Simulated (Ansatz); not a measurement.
# GaN: a film clamped to a substrate

All numbers below come from DFT PBE, scalar-relativistic, plane waves, PAW in Ansatz 0.2.0. Settings: plane waves to 420 eV, k-mesh 12×12×6 (Γ-centred), Gaussian smearing 0.05 eV. No spin polarisation. Energies are free energies at this smearing, counted from the undisturbed cell; pressure is positive in compression.

Reference structure (relaxed at this level):

```yaml
crystal:
  lattice:
    - [3.21843, 0.00000, 0.00000]
    - [-1.60921, 2.78724, 0.00000]
    - [0.00000, 0.00000, 5.24303]
  atoms:
    - { symbol: Ga, position: [0.33333, 0.66667, 0.99913] }
    - { symbol: Ga, position: [0.66667, 0.33333, 0.49913] }
    - { symbol: N, position: [0.33333, 0.66667, 0.37587] }
    - { symbol: N, position: [0.66667, 0.33333, 0.87587] }
```

The cell (4 atoms, V0 = 47.03 Å³) is strained by p along both x and y and by q along z, fractional coordinates fixed. τp = (1/V0) ∂E/∂p = (σxx + σyy)(1 + p)(1 + q) and τq = (1/V0) ∂E/∂q = σzz(1 + p)², with tension positive.

```csv
p,q,ΔE (meV/atom),τp (GPa),τq (GPa)
0.000,0.000,0.00,0.00,-0.01
-0.015,0.000,8.04,-14.92,-1.76
0.015,0.000,7.30,12.91,1.59
0.000,-0.015,3.51,-1.73,-6.47
0.000,0.015,3.18,1.61,5.63
```

Q: Get the second derivatives of the energy density.

A: Central differences give A = ∂τp/∂p = 928 GPa (C11 + C22 + 2 C12), C = ∂τq/∂q = 403 GPa (C33) and the cross term B = ∂τq/∂p = 112 GPa (C13 + C23); ∂τp/∂q = 112 GPa must equal B, and any difference shows higher-order terms. The ions are clamped.

Q: A film of this crystal grows with z along the normal on a substrate that imposes p. How does its thickness respond, and what does the misfit cost?

A: Count p and q from the stress-free cell. A free surface needs τq = 0, so q = −(B/C) p = -0.28 p. The energy density left is (A − B²/C) p²/2 = M p², with the biaxial modulus M = 448 GPa; a misfit of 1 % costs 3.29 meV/atom, against 3.40 meV/atom if the thickness were held.

At p = -0.030 the energies along q are 56.9 (q = -0.030), 41.3 (q = -0.015), 33.7 (q = 0.000), 33.0 (q = 0.015), 38.3 (q = 0.030) meV/atom.

Q: Does the linear rule hold at this misfit?

A: A parabola through the lowest point and its neighbours has its minimum at q = 0.009, 32.5 meV/atom. With the stress left in the starting cell, τp0 and τq0, linear elasticity gives q = −(τq0 + Bp)/C = 0.008 and E = V0(τp0 p + τq0 q + Ap²/2 + Bpq + Cq²/2)/N = 29.6 meV/atom. The two agree within a tenth in energy.

Forces appear on the atoms along this scan, and letting them relax would lower the energy and soften the response.

The film resists in-plane misfit mainly through its own lateral stiffness: letting the thickness adjust lowers the cost of a 1 % misfit only from 3.40 to 3.29 meV/atom, because the coupling between the basal plane and the axis is weak. That coupling is well below what is known for wurtzite GaN, and the fixed fractional coordinates are the likely cause. In the real crystal the internal parameter shifts, so that the tetrahedra accommodate strain more by bending bond angles than by stretching the stiff, polar covalent Ga–N bonds. This raises the cross term while lowering the diagonal ones, so the true thickness change should be clearly larger than -0.28 p.

Compression costs more than equal tension along both directions, as expected from steepening short-range repulsion. This explains why the linear rule places the thickness well at the larger compressive misfit yet underestimates the energy. The elastic cost alone doesn't give a critical film thickness, which also depends on the energy of misfit dislocations.
